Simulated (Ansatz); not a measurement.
Ga:

```
Ga
1.0
     2.77842    0.00000    0.00000
     0.00000    3.28161    0.00000
    -1.34343    0.00000    3.99027
Ga
2
Direct
  0.13460 0.75000 0.77017
  0.86540 0.25000 0.22983
```

This isn't the form of Ga at room conditions, which is orthorhombic.

| Item | Value |
| --- | --- |
| Program | Ansatz 0.2.0 |
| Task | relaxation of cell and atoms |
| Functional | PBE |
| Potentials or basis | Ansatz PAW |
| Cutoff | 420 eV (not typed: the program's choice for these potentials) |
| k mesh | 10 × 8 × 7 |
| Occupations | fermi-dirac, width 0.05 eV |
| Spin | no spin polarisation |

At the start: volume 18.19 Å³/atom.

Q: How do energy, volume and symmetry change on relaxing?

A: It ends after 6 steps and the volume is 19.21 Å³/atom (+5.6 %); space group P2_1/m (No. 11, to 0.05 Å).

Step by step:
| step | energy change (eV) | largest force (eV/Å) | volume (Å³) |
| --- | --- | --- | --- |
| 1 | 0.0000 | 0.0859 | 36.38 |
| 2 | -0.0225 | 0.0283 | 38.21 |
| 3 | -0.0245 | 0.0104 | 38.42 |
| 4 | -0.0247 | 0.0048 | 38.43 |
| 5 | -0.0247 | 0.0029 | 38.41 |
| 6 | -0.0253 | 0.0028 | 38.41 |

Final structure:
```
CELL_PARAMETERS angstrom
2.84666 0.00000 -0.03678
0.00000 3.27072 0.00000
-1.42925 0.00000 4.14437
ATOMIC_POSITIONS crystal
Ga 0.12393 0.75000 0.76825
Ga 0.87607 0.25000 0.23175
```

Caveat: the plane-wave basis is chosen anew once the cell has moved, so the energies of steps on either side of that aren't comparable.
